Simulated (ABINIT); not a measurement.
# Al2Cu (P4/mmm) in ABINIT: single point with LDA

Aim: the single point of Al2Cu with LDA.

Everything below comes from runs of ABINIT 10.8.3 (patched build). Logs are shortened: lines on timing, memory, paths and dates and some standing lists are left out, and cuts for length are marked. The log counts tension as positive stress, the text compression.

## (1) Starting point

The structure is tetragonal, space group P4/mmm (No. 123). The conventional cell has a = 4.105 Å, b = 4.105 Å, c = 2.891 Å, α = 90.00°, β = 90.00°, γ = 90.00°. Around Cu (site symmetry 4/mmm) lie 8 Al at 2.51 Å. Al (site symmetry mmm) is surrounded by 4 Cu at 2.51 Å.

The cell comes from a database or a generator and needn't be the stable form of this composition.

## (2) Single point, LDA

File run.abi:

```
# Pseudopotentials
pp_dirpath "./"
pseudos "Cu.upf, Al.upf"

# Structure
acell 4.105182 4.105182 2.891313 Angstrom
rprim
     1.0000000000     0.0000000000     0.0000000000
     0.0000000000     1.0000000000     0.0000000000
     0.0000000000     0.0000000000     1.0000000000
ntypat 2
znucl 29 13
natom 3
typat 1 2 2
xred
     0.0000000000     0.0000000000     0.0000000000
     0.0000000000     0.5000000000     0.5000000000
     0.5000000000     0.0000000000     0.5000000000

# Plane-wave basis
ecut 1251.723767 eV

# k points
kptopt 1
ngkpt 5 5 7
nshiftk 1
shiftk 0.0 0.0 0.0

# Exchange and correlation
ixc 7

# Bands and occupations
nband 17
occopt 3
tsmear 0.05 eV

# SCF cycle
nstep 100
tolvrs 1.0e-10

# Output
iomode 3
prtwf 0
prtden 0
prteig 0
prtebands 0
enunit 1
```

Potentials or basis: PseudoDojo NC SR LDA v0.4.1 standard.

Started as:

```
mpirun --bind-to none -np 4 abinit run.abi > log 2>&1
```

run.abo:

```text
.Version 10.8.3 of ABINIT
 Symmetries : space group P4/m m m (#123); Bravais tP (primitive tetrag.)
================================================================================
 Values of the parameters that define the memory need of the present run
     intxc =       0    ionmov =       0      iscf =       7    lmnmax =       6
     lnmax =       6     mgfft =      48  mpssoang =       3    mqgrid =    3001
     natom =       3  nloc_mem =       1    nspden =       1   nspinor =       1
    nsppol =       1      nsym =      16    n1xccc =    2501    ntypat =       2
    occopt =       3   xclevel =       1
       mpw =        4915          nfft =       82944          nkpt =          24
================================================================================
================================================================================

--------------------------------------------------------------------------------
------------- Echo of variables that govern the present computation ------------
--------------------------------------------------------------------------------
 -outvars: echo values of preprocessed input variables --------
            acell      7.7576696770E+00  7.7576696770E+00  5.4637897143E+00 Bohr
              amu      6.35460000E+01  2.69815390E+01
             ecut      4.60000000E+01 Hartree
           enunit           1
              ixc           7
         kptrlatt        5    0    0      0    5    0      0    0    7
          kptrlen      3.82465280E+01
            natom           3
            nband          17
            ngfft          48      48      36
             nkpt          24
            nstep         100
             nsym          16
           ntypat           2
           occopt           3
           prtden           0
        prtebands           0
           prteig           0
            prtwf           0
          spgroup         123
           tolvrs      1.00000000E-10
           tsmear      1.83746611E-03 Hartree
            typat      1  2  2
           xangst      0.0000000000E+00  0.0000000000E+00  0.0000000000E+00
                       0.0000000000E+00  2.0525910000E+00  1.4456565000E+00
                       2.0525910000E+00  0.0000000000E+00  1.4456565000E+00
            xcart      0.0000000000E+00  0.0000000000E+00  0.0000000000E+00
                       0.0000000000E+00  3.8788348385E+00  2.7318948571E+00
                       3.8788348385E+00  0.0000000000E+00  2.7318948571E+00
             xred      0.0000000000E+00  0.0000000000E+00  0.0000000000E+00
                       0.0000000000E+00  5.0000000000E-01  5.0000000000E-01
                       5.0000000000E-01  0.0000000000E+00  5.0000000000E-01
            znucl       29.00000   13.00000

================================================================================

 chkinp: Checking input parameters for consistency.

================================================================================
== DATASET  1 ==================================================================

--- !DatasetInfo
iteration_state: {dtset: 1, }
dimensions: {natom: 3, nkpt: 24, mband: 17, nsppol: 1, nspinor: 1, nspden: 1, mpw: 4915, }
cutoff_energies: {ecut:  46.0, pawecutdg:  -1.0, }
electrons: {nelect:   2.50000000E+01, charge:   0.00000000E+00, occopt:   3.00000000E+00, tsmear:   1.83746611E-03, }
meta: {optdriver: 0, ionmov: 0, optcell: 0, iscf: 7, paral_kgb: 0, }
...

 Exchange-correlation functional for the present dataset will be:
  LDA: Perdew-Wang 92 LSD fit to Ceperley-Alder data - ixc=7
  J.P.Perdew and Y.Wang, PRB 45, 13244 (1992)

 Real(R)+Recip(G) space primitive vectors, cartesian coordinates (Bohr,Bohr^-1):
 R(1)=  7.7576697  0.0000000  0.0000000  G(1)=  0.1289047  0.0000000  0.0000000
 R(2)=  0.0000000  7.7576697  0.0000000  G(2)=  0.0000000  0.1289047  0.0000000
 R(3)=  0.0000000  0.0000000  5.4637897  G(3)=  0.0000000  0.0000000  0.1830231
 Unit cell volume ucvol=  3.2881873E+02 bohr^3
 Angles (23,13,12)=  9.00000000E+01  9.00000000E+01  9.00000000E+01 degrees

 getcut: wavevector=  0.0000  0.0000  0.0000  ngfft=  48  48  36
         ecut(hartree)=     46.000   => boxcut(ratio)=   2.02659

--- Pseudopotential description ------------------------------------------------
- pspini: atom type   1  psp file is ./Cu.upf
12 -1012 2 -1 1456                            pspcod,pspxc,lmax,lloc,mmax
     nproj     2     2     2

- pspini: atom type   2  psp file is ./Al.upf
12 -1012 2 -1 1854                            pspcod,pspxc,lmax,lloc,mmax
     nproj     2     2     2

   5.72672529E+02                                ecore*ucvol(ha*bohr**3)
--------------------------------------------------------------------------------

================================================================================

--- !BeginCycle
iteration_state: {dtset: 1, }
solver: {iscf: 7, nstep: 100, nline: 4, wfoptalg: 0, }
tolerances: {tolvrs: 1.00E-10, }
...

     iter   Etot(hartree)      deltaE(h)  residm     vres2
 ETOT  1  -187.62691930475    -1.876E+02 2.206E-01 2.528E+04
 ETOT  2  -187.20688831656     4.200E-01 1.700E-01 4.844E+04
 ETOT  3  -192.69522217093    -5.488E+00 8.676E-02 1.050E+04
 ETOT  4  -193.53303373867    -8.378E-01 1.544E-01 4.440E+03
 ETOT  5  -194.00419527741    -4.712E-01 2.093E-02 1.201E+03
 ETOT  6  -193.93664649765     6.755E-02 9.390E-04 1.673E+03
 ETOT  7  -194.18500613093    -2.484E-01 4.820E-03 4.012E+01
 ETOT  8  -194.17096611098     1.404E-02 1.342E-02 1.047E+02
 ETOT  9  -194.18054779503    -9.582E-03 2.628E-03 5.732E+01
 ETOT 10  -194.19056721599    -1.002E-02 7.002E-04 3.715E+00
 ETOT 11  -194.19059695462    -2.974E-05 1.990E-04 3.424E+00
 ETOT 12  -194.19111606164    -5.191E-04 3.314E-04 5.795E-01
 ETOT 13  -194.19122374776    -1.077E-04 1.459E-04 7.407E-03
 ETOT 14  -194.19122232698     1.421E-06 2.591E-04 1.489E-02
 ETOT 15  -194.19122510019    -2.773E-06 8.744E-05 2.173E-05
 ETOT 16  -194.19122510575    -5.554E-09 1.682E-04 1.735E-08
 ETOT 17  -194.19122510578    -2.754E-11 5.112E-05 1.073E-08
 ETOT 18  -194.19122510578    -6.366E-12 1.025E-04 2.115E-10
 ETOT 19  -194.19122510578     4.320E-12 2.957E-05 2.560E-11

 At SCF step   19       vres2   =  2.56E-11 < tolvrs=  1.00E-10 =>converged.

 Cartesian components of stress tensor (hartree/bohr^3)
  sigma(1 1)=  1.75308762E-04  sigma(3 2)=  0.00000000E+00
  sigma(2 2)=  1.75308762E-04  sigma(3 1)=  0.00000000E+00
  sigma(3 3)=  2.12806671E-04  sigma(2 1)=  0.00000000E+00

--- !ResultsGS
iteration_state: {dtset: 1, }
comment   : Summary of ground state results
lattice_vectors:
- [  7.7576697,   0.0000000,   0.0000000, ]
- [  0.0000000,   7.7576697,   0.0000000, ]
- [  0.0000000,   0.0000000,   5.4637897, ]
lattice_lengths: [   7.75767,    7.75767,    5.46379, ]
lattice_angles: [ 90.000,  90.000,  90.000, ] # degrees, (23, 13, 12)
lattice_volume:   3.2881873E+02
convergence: {deltae:  4.320E-12, res2:  2.560E-11, residm:  2.957E-05, diffor: null, }
etotal    :  -1.94191225E+02
entropy   :   0.00000000E+00
fermie    :   2.63322294E-01
cartesian_stress_tensor: # hartree/bohr^3
- [  1.75308762E-04,   0.00000000E+00,   0.00000000E+00, ]
- [  0.00000000E+00,   1.75308762E-04,   0.00000000E+00, ]
- [  0.00000000E+00,   0.00000000E+00,   2.12806671E-04, ]
pressure_GPa:  -5.5255E+00
xred      :
- [  0.0000E+00,   0.0000E+00,   0.0000E+00, Cu]
- [  0.0000E+00,   5.0000E-01,   5.0000E-01, Al]
- [  5.0000E-01,   0.0000E+00,   5.0000E-01, Al]
cartesian_forces: # hartree/bohr
- [ -0.00000000E+00,  -0.00000000E+00,  -0.00000000E+00, ]
- [ -0.00000000E+00,  -0.00000000E+00,  -0.00000000E+00, ]
- [ -0.00000000E+00,  -0.00000000E+00,  -0.00000000E+00, ]
force_length_stats: {min:   0.00000000E+00, max:   0.00000000E+00, mean:   0.00000000E+00, }
...

 Integrated electronic density in atomic spheres:
 ------------------------------------------------
 Atom  Sphere_radius  Integrated_density
    1        2.00000         17.41852778
    2        2.00000          0.89547871
    3        2.00000          0.89547871
================================================================================

 ----iterations are completed or convergence reached----

 Mean square residual over all n,k,spin=   72.555E-09; max=  29.568E-06
 reduced coordinates (array xred) for    3 atoms
       0.000000000000      0.000000000000      0.000000000000
       0.000000000000      0.500000000000      0.500000000000
       0.500000000000      0.000000000000      0.500000000000
 rms dE/dt=  0.0000E+00; max dE/dt=  0.0000E+00; dE/dt below (all hartree)
    1       0.000000000000      0.000000000000      0.000000000000
    2       0.000000000000      0.000000000000      0.000000000000
    3       0.000000000000      0.000000000000      0.000000000000

 cartesian coordinates (angstrom) at end:
    1      0.00000000000000     0.00000000000000     0.00000000000000
    2      0.00000000000000     2.05259100000000     1.44565650000000
    3      2.05259100000000     0.00000000000000     1.44565650000000

 cartesian forces (hartree/bohr) at end:
    1     -0.00000000000000    -0.00000000000000    -0.00000000000000
    2     -0.00000000000000    -0.00000000000000    -0.00000000000000
    3     -0.00000000000000    -0.00000000000000    -0.00000000000000
 frms,max,avg= 0.0000000E+00 0.0000000E+00   0.000E+00  0.000E+00  0.000E+00 h/b

 cartesian forces (eV/Angstrom) at end:
    1     -0.00000000000000    -0.00000000000000    -0.00000000000000
    2     -0.00000000000000    -0.00000000000000    -0.00000000000000
    3     -0.00000000000000    -0.00000000000000    -0.00000000000000
 frms,max,avg= 0.0000000E+00 0.0000000E+00   0.000E+00  0.000E+00  0.000E+00 e/A
 length scales=  7.757669677006  7.757669677006  5.463789714277 bohr
              =  4.105182000000  4.105182000000  2.891313000000 angstroms
 Fermi (or HOMO) energy (eV) =   7.16536   Average Vxc (eV)= -10.49602
 Eigenvalues (   eV  ) for nkpt=  24  k points:
 kpt#   1, nband= 17, wtk=  0.00571, kpt=  0.0000  0.0000  0.0000 (reduced coord)
-105.92866  -63.77813  -63.77813  -63.76486   -3.22292    1.88669    2.42824    3.11047
   3.27563    3.27563    4.95046    4.95046    7.21360    8.21070   13.17249   13.41236
  13.41236
 prteigrs : prtvol=0 or 1, do not print more k-points.

--- !EnergyTerms
iteration_state     : {dtset: 1, }
comment             : Components of total free energy in Hartree
kinetic             :  8.82995082366695E+01
hartree             :  9.26939320833136E+01
xc                  : -2.52238319810689E+01
Ewald energy        : -8.40633473508222E+01
psp_core            :  1.74160558165441E+00
local_psp           : -2.35043886110024E+02
non_local_psp       : -3.25948265788391E+01
internal            : -1.94190846119116E+02
'-kT*entropy'       : -3.78986661677949E-04
total_energy        : -1.94191225105778E+02
total_energy_eV     : -5.28421243193356E+03
band_energy         : -2.00357310862146E+01
...

 Cartesian components of stress tensor (hartree/bohr^3)
  sigma(1 1)=  1.75308762E-04  sigma(3 2)=  0.00000000E+00
  sigma(2 2)=  1.75308762E-04  sigma(3 1)=  0.00000000E+00
  sigma(3 3)=  2.12806671E-04  sigma(2 1)=  0.00000000E+00

-Cartesian components of stress tensor (GPa)         [Pressure= -5.5255E+00 GPa]
- sigma(1 1)=  5.15776186E+00  sigma(3 2)=  0.00000000E+00
- sigma(2 2)=  5.15776186E+00  sigma(3 1)=  0.00000000E+00
- sigma(3 3)=  6.26098841E+00  sigma(2 1)=  0.00000000E+00

== END DATASET(S) ==============================================================
================================================================================

 -outvars: echo values of variables after computation  --------
            acell      7.7576696770E+00  7.7576696770E+00  5.4637897143E+00 Bohr
           etotal     -1.9419122511E+02
            fcart     -0.0000000000E+00 -0.0000000000E+00 -0.0000000000E+00
                      -0.0000000000E+00 -0.0000000000E+00 -0.0000000000E+00
                      -0.0000000000E+00 -0.0000000000E+00 -0.0000000000E+00
           strten      1.7530876237E-04  1.7530876237E-04  2.1280667063E-04
                       0.0000000000E+00  0.0000000000E+00  0.0000000000E+00
           xangst      0.0000000000E+00  0.0000000000E+00  0.0000000000E+00
                       0.0000000000E+00  2.0525910000E+00  1.4456565000E+00
                       2.0525910000E+00  0.0000000000E+00  1.4456565000E+00
             xred      0.0000000000E+00  0.0000000000E+00  0.0000000000E+00
                       0.0000000000E+00  5.0000000000E-01  5.0000000000E-01
                       5.0000000000E-01  0.0000000000E+00  5.0000000000E-01
 Calculation completed.
```

It took 29 s on 4 MPI ranks of Arm Neoverse V1, shared host; peak memory 0.32 GiB.

What came out:

```yaml
Free_energy: -5284.2124 eV
Pressure: -5.5 GPa
Band_gap_on_the_k_mesh: none (metal or under the smearing width)
Valence_electrons_inside_the_program's_atomic_spheres: Cu 17.42; Al 0.90
```

Stress tensor (GPa, compression positive):
```
-5.16  0.00  0.00
 0.00 -5.16  0.00
 0.00  0.00 -6.26
```

Levels at points of the mesh, in eV from the Fermi level:
```csv
k point,band 10,band 11,band 12,band 13,band 14,band 15
"(0.00, 0.00, 0.00)",-3.89,-2.21,-2.21,0.05,1.05,6.01
```
